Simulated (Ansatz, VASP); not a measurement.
**One calculation of Ge, two programs**

File INCAR:

```
SYSTEM = Ge
ALGO     = Normal         ! electronic algorithm
EDIFF    = 1E-7           ! SCF threshold, eV
ENCUT    = 520            ! plane-wave cutoff, eV
GGA      = PS             ! functional
ISIF     = 2              ! what is computed and relaxed
ISMEAR   = -1             ! smearing method
LASPH    = .TRUE.         ! aspherical terms in the spheres
LCHARG   = .FALSE.        ! write CHGCAR
LREAL    = .FALSE.        ! projectors in reciprocal space
LWAVE    = .FALSE.        ! write WAVECAR
NBANDS   = 36             ! bands
NELM     = 60             ! most SCF steps
PREC     = Accurate       ! precision mode
SIGMA    = 0.05           ! smearing width, eV
```

Contents of KPOINTS:

```
k-points
0
G
  8 8 4
  0 0 0
```

File POSCAR:

```
Ge
1.0
    3.9159795603      0.0000000000      0.0000000000
   -1.9579897802      3.3913377800      0.0000000000
    0.0000000000      0.0000000000      6.4646589660
Ge
4
Direct
    0.3333333333      0.6666666667      0.9370987500
    0.6666666667      0.3333333333      0.4370987500
    0.3333333333      0.6666666667      0.5629012500
    0.6666666667      0.3333333333      0.0629012500
```

Contents of input.yaml:

```yaml
crystal:
  lattice:
    - [3.9159795603, 0.0, 0.0]
    - [-1.9579897802, 3.39133778, 0.0]
    - [0.0, 0.0, 6.464658966]
  atoms:
    - { symbol: Ge, position: [0.3333333333, 0.6666666667, 0.93709875] }
    - { symbol: Ge, position: [0.6666666667, 0.3333333333, 0.43709875] }
    - { symbol: Ge, position: [0.3333333333, 0.6666666667, 0.56290125] }
    - { symbol: Ge, position: [0.6666666667, 0.3333333333, 0.06290125] }
hamiltonian:
  xc: pbesol
  pseudopotentials: { kind: paw }
kpoints:
  mp_grid: { grid: [8, 8, 4] }
scf:
  occupations: { method: fermi_dirac, width: 0.05 }
output:
  forces: true
  stress: true
  eigenvalues: true
```

Change from the starting cell: volume scaled by 0.94.

Alike in both runs: task single point; functional PBEsol; k mesh 8 × 8 × 4; occupations fermi-dirac, width 0.05 eV; no spin polarisation.

```csv
,VASP,Ansatz
version,VASP 6.6.1,Ansatz 0.2.0
potentials or method,"VASP PAW PBE potentials, release 64 (Ge_d)",Ansatz PAW
plane-wave cutoff (eV),520,420
valence electrons in the cell,56,56
```

VASP gave:

* gap on the k mesh at the Fermi level (eV): none
* pressure (GPa): 4.7
* largest component of the traceless stress (GPa): 0.22
* rms of the force components (eV/Å): 0.014

Problem. What did Ansatz give for the same quantities?

Solution. gap on the k mesh at the Fermi level (eV): none; pressure (GPa): 4.8; largest component of the traceless stress (GPa): 0.22; rms of the force components (eV/Å): 0.014.

Atom by atom the forces differ by 0.000 eV/Å (rms over components). A gap of «none» marks a metal or a gap that the smearing closes.

Caveats: the PAW data sets were made with another functional, which shifts forces and pressure a little (VASP); the PAW data sets come from PBE, with cores solved anew for the run's functional, which leaves a small shift of forces and pressure (Ansatz).
